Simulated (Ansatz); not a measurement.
Magnetic states of iron, dhcp

All numbers below come from DFT, revPBE, plane waves (420 eV) with PAW, scalar-relativistic in Ansatz. The PAW files were generated under PBE, with cores re-solved for the functional.

Each start was relaxed and then solved on a dense mesh, with Fermi-Dirac smearing of 0.05 eV (0.1 eV in a metal without spin) extrapolated to zero. Rows within 2 meV/atom of each other tie.

Problem. Where does each start end, and how do the energies compare? Starts: ferromagnetic; antiferromagnetic (alternate layers); non-magnetic.

Solution. 
```json
{"start": "ferromagnetic", "ends": "ferromagnetic, net 2.59 μB per atom", "ΔE (meV/atom)": "0.0", "V (Å³/atom)": "12.28"}
{"start": "antiferromagnetic (alternate layers)", "ends": "ferrimagnetic, largest moment 1.44 μB in the atomic sphere", "ΔE (meV/atom)": "15.8", "V (Å³/atom)": "10.71"}
{"start": "non-magnetic", "ends": "spin not included", "ΔE (meV/atom)": "34.0", "V (Å³/atom)": "10.42"}
```
